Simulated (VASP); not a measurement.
Hf:

```xyz
1
Lattice="0.0000 2.2353 2.2353 2.2353 0.0000 2.2353 2.2353 2.2353 0.0000" Properties=species:S:1:pos:R:3 pbc="T T T"
Hf    0.0000    0.0000    0.0000
```

This isn't the form of Hf at room conditions, which is hcp.

* Program: VASP 6.6.1
* Task: relaxation of cell and atoms
* Functional: PBE
* Dispersion: D3(BJ)
* Potentials or basis: VASP PAW PBE potentials, release 64 (Hf_pv)
* Cutoff: 600 eV
* k mesh: 16 × 16 × 16
* Occupations: gaussian, width 0.1 eV
* Spin: no spin polarisation

At the start: pressure -2.8 GPa; volume 22.34 Å³/atom.

**Question.** Where does the relaxation end?

**Answer.** Over 3 steps the energy falls by 5.5 meV/atom and the volume is 21.72 Å³/atom (-2.7 %); space group Fm-3m (No. 225, to 0.05 Å).

The path:
```tsv
step	energy change (eV)	largest force (eV/Å)	pressure (GPa)	volume (Å³)
1	0.0000	0.0000	-2.82	22.34
2	0.0009	0.0000	3.33	21.09
3	-0.0055	0.0000	-0.01	21.72
```

Final structure:
```
Hf
1.0
     0.00000    2.21465    2.21465
     2.21465    0.00000    2.21465
     2.21465    2.21465    0.00000
Hf
1
Direct
  0.00000 0.00000 0.00000
```

Caveat: pairwise dispersion overbinds metals, which lowers pressure and volume.
